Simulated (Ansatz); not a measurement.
Reactions of CH5InS (`[CH3][InH][SH]`).

Isolated molecules relaxed with PBE0-D4/def2-TZVP in Ansatz; ΔE leaves out vibrations. CCSD(T)/CBS is the MP2 limit (def2-TZVPP, def2-QZVPP) plus CCSD(T) − MP2 in def2-TZVPP, frozen cores. This one scheme is used for every species. Open shells (•) are unrestricted, without spin–orbit coupling. def2 core potentials past Kr. For Ga, In outer-core shells are correlated without core-valence functions, which leaves a few kJ/mol of doubt a bond. Scalar relativity is left out up to krypton. One conformer a species, not always the lowest.

Task: Order these by ΔE at CCSD(T)/CBS, lowest first. (An estimate is asked.)
A. `[CH3][InH][SH]` + `F[C](F)F`• → `[CH3][In][SH]`• + trifluoromethane
B. `[CH3][InH][SH]` + H₂ → `[CH3][InH2]` + H₂S
C. `[CH3][InH][SH]` + `[CH3][GaH][NH2]` → `C[NH][GaH][CH3]` + `[SH][InH2]`
D. `[CH3][InH][SH]` + PH₃ → `[CH3][InH][PH2]` + H₂S

Result: A (-164.5 kJ/mol), D (+48.6 kJ/mol), C (+71.8 kJ/mol), B (+92.7 kJ/mol).

Largest T1 diagnostic: 0.016, for `[CH3][In][SH]`•.
